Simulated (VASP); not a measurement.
# How biaxial strain in the (110) plane changes InSb (F-43m), part 2 of 2

How do the elastic response and the band edges of InSb follow biaxial strain in the (110) plane?

VASP 6.6.1, plane waves and PAW; the level of theory is named at each step.

So far: The structure; Relax the crystal, PBEsol; Strain along the normal, PBEsol; Band edges, TB-mBJ with spin-orbit coupling.

### 5. Band edges, r2SCAN with spin-orbit coupling

Short lines in KPOINTS_OPT sample the zone centre along and across the normal of the plane, for masses, and the other valleys.

Level: r2SCAN, spin-orbit coupling; plane waves and PAW (In_d, Sb); cell typed or built by script.

Input file INCAR:

```
SYSTEM = InSb
PREC = Accurate
ENCUT = 450
EDIFF = 1E-06
NELM = 100
ISMEAR = 0
SIGMA = 0.02
LREAL = .FALSE.
ALGO = Normal
METAGGA = R2SCAN
LASPH = .TRUE.
LNONCOLLINEAR = .TRUE.
MAGMOM = 0 0 0 0 0 0
NBANDS = 28
GGA_COMPAT = .FALSE.
LSORBIT = .TRUE.
LWAVE = .FALSE.
LCHARG = .FALSE.
KPAR = 3
```

Input file POSCAR:

```
InSb
1.0
   -0.0281964410      3.2652984130      3.2934948540
    3.2652984130     -0.0281964410      3.2934948540
    3.2371019720      3.2371019720      0.0000000000
In Sb
1 1
Direct
    0.9985246426      0.9985246426      0.0014753574
    0.2514753574      0.2514753574      0.2485246426
```

Input file KPOINTS:

```
Automatic mesh
0
Gamma
6 6 6
0 0 0
```

Input file KPOINTS_OPT:

```
Line mode
6
Line-mode
Reciprocal
  0.00000000   0.00000000   0.00000000
  0.01821510   0.01821510   0.03643020

  0.00000000   0.00000000   0.00000000
 -0.01853242   0.01853242   0.00000000

  0.31000000   0.31000000   0.00000000
  0.50000000   0.50000000   0.00000000

  0.00000000   0.31000000   0.31000000
  0.00000000   0.50000000   0.50000000

  0.45000000   0.45000000   0.45000000
  0.50000000   0.50000000   0.50000000

  0.45000000   0.00000000   0.00000000
  0.50000000   0.00000000   0.00000000

  0.42500000   0.42500000   0.00000000
  0.42477562   0.45098442   0.02576004

  0.50000000   0.50000000   0.50000000
  0.48146758   0.51853242   0.50000000
```

Potentials, in the order of the species: In_d and Sb (PBE family, release 64).

The run is started by

```sh
> mpirun -np 3 vasp_ncl
```

Log:

```text
[... set-up lines as in an earlier step ...]
 entering main loop
       N       E                     dE             d eps       ncg     rms          rms(c)
DAV:   1     0.993196131535E+02    0.99320E+02   -0.72065E+03  4200   0.119E+03
DAV:   2    -0.386694620748E+02   -0.13799E+03   -0.13370E+03  4332   0.323E+02
DAV:   3    -0.514147430883E+02   -0.12745E+02   -0.12573E+02  5264   0.117E+02
DAV:   4    -0.519113307381E+02   -0.49659E+00   -0.49571E+00  5032   0.258E+01
[...]
DAV:  12    -0.488415187824E+02   -0.10902E-04   -0.23786E-05  4808   0.516E-02    0.172E-02
DAV:  13    -0.488415203693E+02   -0.15869E-05   -0.58812E-06  4132   0.279E-02    0.655E-03
DAV:  14    -0.488415201794E+02    0.18993E-06   -0.72134E-07  3356   0.167E-02
   1 F= -.48841520E+02 E0= -.48841519E+02  d E =-.172770E-05  mag=     0.0000    -0.0000    -0.0000
 Start KPOINTS_OPT (optional k-point list driver)
k-point batch [1-48\48]
       N       E                     dE             ncg
DAV:   1     0.256846043609E+04   -0.12839E+05     2688
DAV:   2    -0.396221744429E+04   -0.65307E+04     2764
DAV:   3    -0.461709477315E+04   -0.65488E+03     3408
DAV:   4    -0.464408092022E+04   -0.26986E+02     3184
DAV:   5    -0.464576461550E+04   -0.16837E+01     4536
DAV:   6    -0.464578093860E+04   -0.16323E-01     3400
DAV:   7    -0.464578193118E+04   -0.99258E-03     4408
DAV:   8    -0.464578195201E+04   -0.20835E-04     3144
DAV:   9    -0.464578195280E+04   -0.79001E-06     2028
```

Run time: 3.9 min. Hardware: 3 MPI ranks of Intel Xeon 6975P-C (Granite Rapids), shared host; peak memory 1.6 GiB; 10 min of CPU time.

OUTCAR, selected parts (step 5):

```text
  Total        0.1503101      0.1503101      0.0430921      0.2046792      0.0000000      0.0000000
  in kB        3.4292444      3.4292444      0.9831222      4.6696449      0.0000000      0.0000000
  external PRESSURE =       2.6138703 kB  Pullay stress =       0.0000000 kB

 POSITION                                       TOTAL-FORCE (eV/Angst)
 -----------------------------------------------------------------------------------
      3.23710      3.23710      6.57727         0.000000      0.000000     -0.003110
      1.61855      1.61855      1.65647         0.000000      0.000000      0.003110
 -----------------------------------------------------------------------------------
    total drift:                               -0.000001     -0.000001      0.000989

  FREE ENERGIE OF THE ION-ELECTRON SYSTEM (eV)
  ---------------------------------------------------
  free  energy   TOTEN  =       -48.8415201794 eV

  energy  without entropy=      -48.8415184517  energy(sigma->0) =      -48.84151932

[... 2 parts as in an earlier step ...]

[... 1 further part left out ...]
[key lines of the parts left out:]
E-fermi :   4.8228
```

Numbers from this step:

| Property | Result |
| --- | --- |
| energy(sigma→0) of the program | -48.8415 eV |
| stress, compression positive | 0.81 along [110], -0.01 across it (mean), GPa |

The run ends at a pressure of 0.26 GPa, with forces up to 0.0031 eV/Å.

### 6. All members

The other members went through these steps as far as the tables show, with the same cutoff and, step by step, the same mesh; 40 runs are not shown. The session took 3.1 core hours (wall time by ranks) on a shared machine.

```csv
in-plane strain (%),strain along the normal (%),"mean of the two in-plane stresses, tension positive (GPa)",energy above the unstrained row (meV/atom)
-2.000,1.561,-1.661,7.116
-1.500,1.155,-1.238,3.974
-1.000,0.761,-0.819,1.742
-0.500,0.393,-0.400,0.419
0,0.000,0.004,0.000
0.500,-0.394,0.387,0.388
1.000,-0.729,0.790,1.648
1.500,-1.045,1.191,3.789
2.000,-1.348,1.582,6.791
```

Slopes at zero strain, from cubics through all rows: strain ratio -0.756, stress over strain 80 GPa.

Band edges at TB-mBJ with spin-orbit coupling, counted from the valence-band top at Γ, spin-orbit pairs averaged, with one row partly withheld:

```csv
in-plane strain (%),gap (eV),conduction band at Γ (eV),Δ or X valley along z (eV),Δ or X valley along x (eV),"lowest conduction level at L, [111] (eV)","lowest conduction level at L, [-111] (eV)",second valence level below the top (eV),third valence level below the top (eV)
-2.000,0.222,0.231,1.184,1.408,0.931,0.614,0.144,0.794
-1.500,0.215,0.218,1.274,1.423,0.899,0.667,0.111,0.765
-1.000,?,?,1.352,1.438,0.868,0.717,0.076,0.739
-0.500,0.185,0.185,1.416,1.454,0.839,0.763,0.040,0.715
0,0.170,0.170,1.471,1.471,0.811,0.811,0.000,0.692
0.500,0.114,0.114,1.472,1.446,0.742,0.816,0.044,0.714
1.000,0.059,0.061,1.463,1.425,0.680,0.817,0.085,0.733
```

### 7. Working out the slope

The quantity to fit is the conduction level at Γ above the mean of the three top valence levels at TB-mBJ with spin-orbit coupling: 0.543, 0.510, 0.437, 0.401, 0.366, 0.333 eV in the rows shown.

A least-squares parabola through the 6 rows shown, with e the strain in %: E = 7.77e-4 e² − 0.06989 e + 0.4017 (eV), r.m.s. residual 0.0010 eV.

For the withheld row, e = -1, the fit gives 0.4724 eV.

### 8. Prediction against calculation

The calculation gives 0.4746 eV, so the prediction is 0.0022 eV too low, more than twice the residual of the fit.

### 9. Outcome

* ratio of normal to in-plane strain: -0.756
* biaxial modulus: 80 GPa
* gap of the unstrained cell, TB-mBJ with spin-orbit coupling: 0.17 eV
* slope at zero strain of the conduction level at Γ above the mean of the three top valence levels, TB-mBJ with spin-orbit coupling: -70 meV per %
* error of the predicted row: -2.2 meV

In words: As a check, the curvature of the energy gives 79 GPa for the same modulus (energy per volume = M × strain²), 1 % from the slope of the stress. At TB-mBJ with spin-orbit coupling the lowest conduction valley is Γ throughout, and the gap runs between 0.06 and 0.22 eV. At TB-mBJ with spin-orbit coupling the gap falls under 0.05 eV in some or all rows, where bands may have changed order, so 2 rows at and beyond those points are left out of its table. At r2SCAN with spin-orbit coupling the gap falls under 0.05 eV in some or all rows, where bands may have changed order, so that level, though run, gets no table. The gap at PBEsol is under 0.05 eV in some or all rows and is left out; the elastic columns come from such cells and can be uneven. Hole masses are left out throughout, since the top bands are degenerate or cross in many series; of conduction masses, those of the Γ, L and (for Si and Ge under (001) strain) Δ valleys are kept where they change by under an eighth between rows. TB-mBJ is a potential fitted for gaps; it has no energy functional, so its total energies and forces mean nothing, and its bands tend to come out too narrow. Δ or X levels are the lowest on their line, refined by a parabola unless they lie at X; the gap is read from all points sampled and can differ from the lowest valley by some meV, or by tens of meV where strain moves the valence top off Γ. Temperature, zero-point motion and excitons are left out.

[Lines on the potential files, build, host, timing and source positions are cut from VASP's logs without a mark.]

[Logs are printed without paths, hosts, clocks, repeated set-up lines and the standing remarks that a program may print on its own settings, such as how far it seeks lower states.]

[Hosts, paths, dates, database ids (printed as entryN), source tags and the programs' standing remarks are cut or masked in the printed files.]

[In band tables of VASP the shares of atoms and orbitals are scaled to a sum of 1 inside the atoms' spheres.]
